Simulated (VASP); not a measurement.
# Ho (Im-3m) in VASP: single point with PBE+U

Aim: the single point of Ho with PBE+U.

Program: VASP 6.6.1. These are calculated values, not measurements. Logs are shortened: lines on timing, memory, paths and dates and some standing lists are left out, and cuts for length are marked.

**1. The structure**

The structure is cubic, space group Im-3m (No. 229). Conventional cell: a = 4.385 Å, b = 4.385 Å, c = 4.385 Å, α = 90.00°, β = 90.00°, γ = 90.00°. Ho (site symmetry m-3m) is surrounded by 8 Ho at 3.80 Å.

The cell was built by a generator and needn't be a form met in nature.

**2. Single point, PBE+U, collinear spin, twin_end start**

File INCAR:

```
PREC = Accurate ; ENCUT = 520
EDIFF = 1E-6 ; ISMEAR = 0
SIGMA = 0.05 ; LREAL = F
LASPH = T ; NELM = 150
ALGO = Fast ; ISIF = 2
LWAVE = F ; LCHARG = T
ISPIN = 2 ; MAGMOM = 3.32
LORBIT = 11 ; LMAXMIX = 6
LDAU = T ; LDAUTYPE = 2
LDAUL = 3 ; LDAUU = 6
LDAUJ = 0 ; LDAUPRINT = 1
GGA = PE ; LELF = T
LVHAR = T ; NBANDS = 20
```

File KPOINTS:

```
regular mesh
0
Gamma
  8 8 8
```

File POSCAR:

```
Ho
1.0
   -2.1924312805      2.1924312805      2.1924312805
    2.1924312805     -2.1924312805      2.1924312805
    2.1924312805      2.1924312805     -2.1924312805
Ho
1
Direct
    0.0000000000      0.0000000000      0.0000000000
```

Potentials or basis: VASP PAW PBE potentials, release 64 (Ho).

Started as:

```console
cat potpaw_PBE.64/Ho/POTCAR > POTCAR
mpirun -np 1 vasp_std > vasp.out
```

OUTCAR:

```text
PREC = Accurate
   ENCUT = 520
   EDIFF = 1E-6
   ISMEAR = 0
   LREAL = F
   LASPH = T
   NELM = 150
   ISIF = 2
   ISPIN = 2
   LORBIT = 11
   GGA = PE

 ion  position               nearest neighbor table
   1  0.000  0.000  0.000-

  LATTYP: Found a body centered cubic cell.
 ALAT       =     4.3848625610

  Lattice vectors:

 A1 = (  -2.1924312805,   2.1924312805,   2.1924312805)
 A2 = (   2.1924312805,  -2.1924312805,   2.1924312805)
 A3 = (   2.1924312805,   2.1924312805,  -2.1924312805)

Analysis of symmetry for initial positions (statically):
=====================================================================
 Subroutine PRICEL returns:
 Original cell was already a primitive cell.

 Routine SETGRP: Setting up the symmetry group for a
 body centered cubic supercell.

 Subroutine GETGRP returns: Found 48 space group operations
 (whereof 48 operations were pure point group operations)
 out of a pool of 48 trial point group operations.

The static configuration has the point symmetry O_h .

Analysis of symmetry for dynamics (positions and initial velocities):
=====================================================================
 Subroutine PRICEL returns:
 Original cell was already a primitive cell.

 Routine SETGRP: Setting up the symmetry group for a
 body centered cubic supercell.

 Subroutine GETGRP returns: Found 48 space group operations
 (whereof 48 operations were pure point group operations)
 out of a pool of 48 trial point group operations.

The dynamic configuration has the point symmetry O_h .

Analysis of structural, dynamic, and magnetic symmetry:
=====================================================================
 Subroutine PRICEL returns:
 Original cell was already a primitive cell.

 Routine SETGRP: Setting up the symmetry group for a
 body centered cubic supercell.

 Subroutine GETGRP returns: Found 48 space group operations
 (whereof 48 operations were pure point group operations)
 out of a pool of 48 trial point group operations.

The overall configuration has the point symmetry O_h .

 Subroutine INISYM returns: Found 48 space group operations
 (whereof 48 operations are pure point group operations),
 and found     1 'primitive' translations

----------------------------------------------------------------------------------------

                                     Primitive cell

  volume of cell :      42.1539

  direct lattice vectors                    reciprocal lattice vectors
    -2.192431281  2.192431281  2.192431281     0.000000000  0.228057319  0.228057319
     2.192431281 -2.192431281  2.192431281     0.228057319  0.000000000  0.228057319
     2.192431281  2.192431281 -2.192431281     0.228057319  0.228057319  0.000000000

  length of vectors
     3.797402370  3.797402370  3.797402370     0.322521754  0.322521754  0.322521754

  position of ions in fractional coordinates (direct lattice)
     0.000000000  0.000000000  0.000000000

  ion indices of the primitive-cell ions
   primitive index   ion index
                 1           1

[... 100 lines left out ...]
   GGA     = PE    functional components
   LHFCALC =     F    Hartree Fock is set to
   AEXX    =    0.0000 exact exchange contribution
   IVDW    =     0    specifies the selected vdW correction
   LEPSILON=     F    determine dielectric tensor
   LRPA    =     F    only Hartree local field effects (RPA)
 spin polarized calculation
 RMM-DIIS sequential band-by-band and
 Gauss-broadening in eV      SIGMA  =   0.05
  energy-cutoff  :      520.00
  volume of cell :       42.15
 maximum number of plane-waves:      1157
   NGX = 15   NGY = 15   NGZ = 15

atom =   1  type =  1  l = 3

 onsite density matrix

spin component  1

  0.9943 -0.0000  0.0003  0.0000  0.0000  0.0000 -0.0000
 -0.0000  0.9941 -0.0000  0.0000  0.0000 -0.0000  0.0000
  0.0003 -0.0000  0.9941 -0.0000 -0.0000  0.0000 -0.0000
  0.0000  0.0000 -0.0000  0.9945 -0.0000 -0.0000 -0.0000
  0.0000  0.0000 -0.0000 -0.0000  0.9941  0.0000 -0.0003
  0.0000 -0.0000  0.0000 -0.0000  0.0000  0.9939  0.0000
 -0.0000  0.0000 -0.0000 -0.0000 -0.0003  0.0000  0.9943

spin component  2

  0.3745 -0.0000 -0.4782 -0.0000 -0.0000  0.0000 -0.0000
 -0.0000  0.0009 -0.0000 -0.0000  0.0000  0.0000 -0.0000
 -0.4782 -0.0000  0.6214  0.0000  0.0000 -0.0000  0.0000
 -0.0000 -0.0000  0.0000  0.0041 -0.0000 -0.0000  0.0000
 -0.0000  0.0000  0.0000 -0.0000  0.6214 -0.0000  0.4782
  0.0000  0.0000 -0.0000 -0.0000 -0.0000  0.9918  0.0000
 -0.0000 -0.0000  0.0000  0.0000  0.4782  0.0000  0.3745

 occupancies and eigenvectors

  o =  0.0009  v =  0.0000  0.0000  0.0000  0.0000  0.0000  0.0000  0.0000  0.0000 -1.0000 -0.0000  0.0000  0.0000  0.0000 -0.0000      0.0000  0.0000  0.0000  0.0000  0.0000  0.0000  0.0000  0.0000  0.0000  0.0000  0.0000  0.0000  0.0000  0.0000
  o =  0.0041  v =  0.0000  0.0000  0.0000  0.0000  0.0000  0.0000  0.0000  0.0000 -0.0000  0.0000 -1.0000 -0.0028 -0.0000  0.0036      0.0000  0.0000  0.0000  0.0000  0.0000  0.0000  0.0000  0.0000  0.0000  0.0000  0.0000  0.0000  0.0000  0.0000
  o =  0.0041  v =  0.0000  0.0000  0.0000  0.0000  0.0000  0.0000  0.0000  0.0000  0.0000 -0.0000 -0.0045  0.6124  0.0000 -0.7906      0.0000  0.0000  0.0000  0.0000  0.0000  0.0000  0.0000  0.0000  0.0000  0.0000  0.0000  0.0000  0.0000  0.0000
  o =  0.0041  v =  0.0000  0.0000  0.0000  0.0000  0.0000  0.0000  0.0000 -0.7906  0.0000 -0.6124 -0.0000 -0.0000  0.0000 -0.0000      0.0000  0.0000  0.0000  0.0000  0.0000  0.0000  0.0000  0.0000  0.0000  0.0000  0.0000  0.0000  0.0000  0.0000
  o =  0.9918  v =  0.0000  0.0000  0.0000  0.0000  0.0000  0.0000  0.0000  0.0000 -0.0000  0.0000 -0.0000 -0.7906 -0.0006 -0.6124      0.0000  0.0000  0.0000  0.0000  0.0000  0.0000  0.0000  0.0000  0.0000  0.0000  0.0000  0.0000  0.0000  0.0000
  o =  0.9918  v =  0.0000  0.0000  0.0000  0.0000  0.0000  0.0000  0.0000  0.6124  0.0000 -0.7906 -0.0000 -0.0000  0.0000 -0.0000      0.0000  0.0000  0.0000  0.0000  0.0000  0.0000  0.0000  0.0000  0.0000  0.0000  0.0000  0.0000  0.0000  0.0000
  o =  0.9918  v =  0.0000  0.0000  0.0000  0.0000  0.0000  0.0000  0.0000  0.0000 -0.0000 -0.0000  0.0000  0.0005 -1.0000  0.0004      0.0000  0.0000  0.0000  0.0000  0.0000  0.0000  0.0000  0.0000  0.0000  0.0000  0.0000  0.0000  0.0000  0.0000
  o =  0.9939  v =  0.0000 -0.0000 -0.0000 -0.0000 -0.0010  1.0000 -0.0008  0.0000  0.0000  0.0000  0.0000  0.0000  0.0000  0.0000      0.0000  0.0000  0.0000  0.0000  0.0000  0.0000  0.0000  0.0000  0.0000  0.0000  0.0000  0.0000  0.0000  0.0000
  o =  0.9939  v =  0.0000  0.0000 -0.0000 -0.0000  0.7906  0.0013  0.6124  0.0000  0.0000  0.0000  0.0000  0.0000  0.0000  0.0000      0.0000  0.0000  0.0000  0.0000  0.0000  0.0000  0.0000  0.0000  0.0000  0.0000  0.0000  0.0000  0.0000  0.0000
  o =  0.9939  v =  0.6124  0.0000 -0.7906 -0.0000 -0.0000 -0.0000  0.0000  0.0000  0.0000  0.0000  0.0000  0.0000  0.0000  0.0000      0.0000  0.0000  0.0000  0.0000  0.0000  0.0000  0.0000  0.0000  0.0000  0.0000  0.0000  0.0000  0.0000  0.0000
  o =  0.9941  v =  0.0000  1.0000  0.0000  0.0000 -0.0000  0.0000 -0.0000  0.0000  0.0000  0.0000  0.0000  0.0000  0.0000  0.0000      0.0000  0.0000  0.0000  0.0000  0.0000  0.0000  0.0000  0.0000  0.0000  0.0000  0.0000  0.0000  0.0000  0.0000
  o =  0.9945  v =  0.0000  0.0000 -0.0000  0.0216  0.6122 -0.0000 -0.7904  0.0000  0.0000  0.0000  0.0000  0.0000  0.0000  0.0000      0.0000  0.0000  0.0000  0.0000  0.0000  0.0000  0.0000  0.0000  0.0000  0.0000  0.0000  0.0000  0.0000  0.0000
  o =  0.9945  v = -0.7906  0.0000 -0.6124 -0.0000 -0.0000 -0.0000  0.0000  0.0000  0.0000  0.0000  0.0000  0.0000  0.0000  0.0000      0.0000  0.0000  0.0000  0.0000  0.0000  0.0000  0.0000  0.0000  0.0000  0.0000  0.0000  0.0000  0.0000  0.0000
  o =  0.9945  v =  0.0000 -0.0000 -0.0000  0.9998 -0.0132  0.0000  0.0171  0.0000  0.0000  0.0000  0.0000  0.0000  0.0000  0.0000      0.0000  0.0000  0.0000  0.0000  0.0000  0.0000  0.0000  0.0000  0.0000  0.0000  0.0000  0.0000  0.0000  0.0000

 number of electron      21.0000026 magnetization       4.8215220

 Free energy of the ion-electron system (eV)
  ---------------------------------------------------
  ext. energy  EPLUGINS =         0.00000000
  ---------------------------------------------------
  free energy    TOTEN  =        -5.31106573 eV

  energy without entropy =       -5.30866465  energy(sigma->0) =       -5.30986519

 E-fermi :   1.5615     XC(G=0):  -8.9668

 val. band max:        1.5514318735   @ k =  -0.3750  -0.3750   0.1250
 cond. band min:       1.5988012887   @ k =   0.5000   0.0000   0.0000
 fundamental gap:      0.0473694153
 Fermi energy:         1.5614830716

 spin component 1

 k-point     1 :       0.0000    0.0000    0.0000
  band No.  band energies     occupation
      1     -49.2139      1.00000
      2     -23.6937      1.00000
      3     -23.6937      1.00000
      4     -23.6937      1.00000
      5      -8.1992      1.00000
      6      -8.1991      1.00000
[... 1097 lines left out ...]
     19      19.4667      0.00000
     20      23.2553      0.00000

 [... further k-points ...]

------------------------ aborting loop because EDIFF is reached ----------------------------------------

  FORCE on cell =-STRESS in cart. coord.  units (eV):
  Direction    XX          YY          ZZ          XY          YZ          ZX
  --------------------------------------------------------------------------------------
  -------------------------------------------------------------------------------------
  Total       -1.8126026     -1.8126026     -1.8126026      0.0000000     -0.0000000      0.0000000
  in kB      -68.8930196    -68.8930196    -68.8930196      0.0000000     -0.0000000      0.0000000
  external PRESSURE =     -68.8930196 kB  Pullay stress =       0.0000000 kB

 VOLUME and BASIS-vectors are now :
 -----------------------------------------------------------------------------
  energy-cutoff  :      520.00
  volume of cell :       42.15
      direct lattice vectors                 reciprocal lattice vectors
    -2.192431281  2.192431281  2.192431281     0.000000000  0.228057319  0.228057319
     2.192431281 -2.192431281  2.192431281     0.228057319  0.000000000  0.228057319
     2.192431281  2.192431281 -2.192431281     0.228057319  0.228057319  0.000000000

 POSITION                                       TOTAL-FORCE (eV/Angst)
 -----------------------------------------------------------------------------------
      0.00000      0.00000      0.00000         0.000000     -0.000000      0.000000
 -----------------------------------------------------------------------------------
    total drift:                               -0.000000     -0.000000     -0.000000

  FREE ENERGIE OF THE ION-ELECTRON SYSTEM (eV)
  ---------------------------------------------------
  free  energy   TOTEN  =        -5.3110657256 eV

  energy  without entropy=       -5.3086646476  energy(sigma->0) =       -5.30986519

 total charge

# of ion       s       p       d       f       tot
--------------------------------------------------
    1        2.113   5.704   0.455   9.942  18.214

 magnetization (x)

# of ion       s       p       d       f       tot
--------------------------------------------------
    1        0.003   0.009   0.198   3.969   4.179
```

Wall time 5 min (1 thread of Intel Xeon 6975P-C (Granite Rapids), shared host); peak memory 0.21 GiB.

Results:

- Free energy: -5.3111 eV
- Pressure: -6.9 GPa
- Band gap on the k mesh: none (metal or under the smearing width)
- Net moment: 4.82 μB per cell
- Site moments: Ho +4.18 μB
- Valence electrons inside the program's atomic spheres: Ho 18.21

Levels at points of the mesh, in eV from the Fermi level:
Spin up:
```csv
k point,band 9,band 10,band 11,band 12,band 13,band 14,band 15,band 16,band 17,band 18
"(0.00, 0.00, 0.00)",-8.75,-8.75,-8.75,-5.06,1.22,1.22,1.22,2.74,2.74,9.15
"(0.50, 0.00, 0.00)",-8.74,-8.73,-8.73,-2.17,-0.10,0.04,2.53,3.16,4.57,5.48
"(0.50, 0.50, 0.50)",-8.72,-8.72,-8.72,-1.26,-1.26,3.88,3.88,3.88,4.14,4.14
```
Spin down:
```tsv
k point	band 5	band 6	band 7	band 8	band 9	band 10	band 11	band 12
(0.00, 0.00, 0.00)	-6.76	-6.76	-6.76	-4.31	0.33	0.33	0.33	0.92
(0.50, 0.00, 0.00)	-6.74	-6.73	-6.72	-1.44	0.26	0.29	0.31	0.74
(0.50, 0.50, 0.50)	-6.71	-6.71	-6.71	-0.53	-0.53	0.25	0.25	0.25
```

Eigenvalues of the final occupation matrices:
```
    site  spin  trace                         eigenvalues
site 1 f     1   6.96  0.99 0.99 0.99 0.99 0.99 0.99 0.99
site 1 f     2   2.99  0.00 0.00 0.00 0.00 0.99 0.99 0.99
```

Caveat: the magnetic or orbital state may not be the lowest; spin-orbit coupling is left out, which moves the levels of the heavy elements.
